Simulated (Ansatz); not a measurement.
## InCuS2: response to strain

Base system: InCuS2 in the chalcopyrite structure (space group I-42d, No. 122; a = 5.577 Å, c = 11.234 Å). Axes: x, y, z lie along a, b, c of the conventional cell.

Strains are applied to the cell and any free atomic positions relax; under biaxial strain the out-of-plane vector relaxes too.

Computed with Ansatz (a quantum-chemistry and plane-wave program) PBE, no SOC.

Candidates:
(a) isotropic strain −4.40 %
(b) tensor shear ε_yz = −3.24 %
(c) biaxial strain +0.57 %, plane normal [001], relaxed out of plane
(d) biaxial strain −3.54 %, plane normal [001], relaxed out of plane
(e) uniaxial strain ε_zz = +1.82 %

Notes on the quantities. energy relative to the base: free energy F.

Q: Order them by energy relative to the base, highest first.

A: (a) isotropic strain −4.40 % (+92 meV/atom), (d) biaxial strain −3.54 %, plane normal [001], relaxed out of plane (+12 meV/atom), (b) tensor shear ε_yz = −3.24 % (+11 meV/atom), (e) uniaxial strain ε_zz = +1.82 % (+1.9 meV/atom), (c) biaxial strain +0.57 %, plane normal [001], relaxed out of plane (+0.3 meV/atom)

A case with no gap was solved on a k-mesh chosen for an insulator, which is coarse for it. Stability against distortions was not tested. The final runs are not spin-polarised.
